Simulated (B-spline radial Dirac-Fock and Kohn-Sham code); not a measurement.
Satellites and hypersatellites of the K lines of Hg²⁺

System: Hg²⁺ in the configuration [Xe] 4f14 5d10, inside a Watson sphere of charge -2 and radius 3 Å (a model of the Madelung potential; inside it an electron's potential energy is raised by 9.6 eV).

Method: ΔSCF Dirac-Fock with Breit, self-energy and vacuum polarisation, finite nucleus, configuration average. Computed with a radial atomic solver. Each two-hole energy is an average over J within one jj subconfiguration, not an observable level; in light atoms, where LS coupling holds, the j-resolved values are not observed lines, and for a K spectator the Kα1 hypersatellite is nearly forbidden. Correlation and solid-state effects are left out.

Lines without a spectator: Kα2 (K-L2) 68888.6 eV, Kα1 (K-L3) 70814.2 eV, Kβ3 (K-M2) 79813.4 eV, Kβ1 (K-M3) 80244.6 eV. Shifts in eV with one spectator hole (a dash: not computed, or left out as unreliable):

```
spectator hole      Kα2      Kα1      Kβ3      Kβ1
        K (1s)  +1106.9  +1206.7  +1437.6  +1461.1
    L2 (2p1/2)   +145.8   +200.9        –   +370.2
    L3 (2p3/2)   +101.2   +114.5   +263.6        –
    M2 (3p1/2)        –    +32.7    +60.2    +71.6
    M3 (3p3/2)   +16.08        –    +48.1    +49.3
    M4 (3d3/2)    +5.25    +1.97        –        –
    M5 (3d5/2)    -0.57    +3.99        –        –
```
